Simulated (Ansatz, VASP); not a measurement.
## Two plane-wave programs on Te

INCAR

```
SYSTEM = Te
PREC = Accurate ; ENCUT = 520
EDIFF = 1E-6 ; ISMEAR = 0
SIGMA = 0.1 ; LREAL = .False.
LASPH = .True. ; NELM = 60
ALGO = Normal ; ISIF = 2
LWAVE = .False. ; LCHARG = .False.
GGA = PE ; NBANDS = 20
```

KPOINTS

```
regular mesh
0
Gamma
  4 4 4
  0 0 0
```

Contents of POSCAR:

```
Te
1.0
    5.0197709700      0.0000000000      0.0000000000
    0.0000000000      6.6187621400      0.0000000000
    0.0000000000      0.0000000000      3.9475309000
Te
4
Direct
    0.0000000000      0.2894311200      0.4093574600
    0.0000000000      0.7105688800      0.4093574600
    0.5000000000      0.2105688800      0.5906425400
    0.5000000000      0.7894311200      0.5906425400
```

Input for Ansatz:

```yaml
crystal:
  lattice:
    - [5.01977097, 0.0, 0.0]
    - [0.0, 6.61876214, 0.0]
    - [0.0, 0.0, 3.9475309]
  atoms:
    - { symbol: Te, position: [0.0, 0.28943112, 0.40935746] }
    - { symbol: Te, position: [0.0, 0.71056888, 0.40935746] }
    - { symbol: Te, position: [0.5, 0.21056888, 0.59064254] }
    - { symbol: Te, position: [0.5, 0.78943112, 0.59064254] }
basis:
  ecutwfc: 420
kpoints:
  mp_grid: { grid: [4, 4, 4] }
hamiltonian:
  xc: pbe
scf:
  occupations: { method: gaussian, width: 0.1 }
  lower_state_search: "off"
output:
  forces: true
  stress: true
  eigenvalues: true
```

Alike in both runs: task single point; functional PBE; k mesh 4 × 4 × 4; occupations gaussian, width 0.1 eV; no spin polarisation.

|  | VASP | Ansatz |
| --- | --- | --- |
| version | VASP 6.6.1 | Ansatz 0.2.0 |
| potentials or method | VASP PAW PBE potentials, release 64 (Te) | scalar-relativistic, plane waves, PAW |
| plane-wave cutoff (eV) | 520 | 420 |
| valence electrons in the cell | 24 | 64 |

```tsv
	VASP	Ansatz	Ansatz less VASP
gap on the k mesh at the Fermi level (eV)	none	none	-
pressure (GPa)	14.4	14.3	-0.09
largest component of the traceless stress (GPa)	10.24	10.16	-0.081
rms of the force components (eV/Å)	1.136	1.136	-0.0001
```

Atom by atom the forces differ by 0.003 eV/Å (rms over components). A gap of «none» marks a metal or a gap that the smearing closes. With one functional, cell and mesh, what is left measures potentials, basis and numerics. The two sets of potentials don't hold the same shells in valence.

Caveats: the k mesh is coarse (spacing up to 0.40 Å⁻¹), so the values aren't converged; this functional lacks dispersion, which binds the layers, so the pressure and a relaxed spacing across them are unreliable; forces of over 1 eV/Å show positions far from the minimum, so gaps and moduli don't describe the material at rest. Spin-orbit coupling is left out, which matters for the levels of Te.
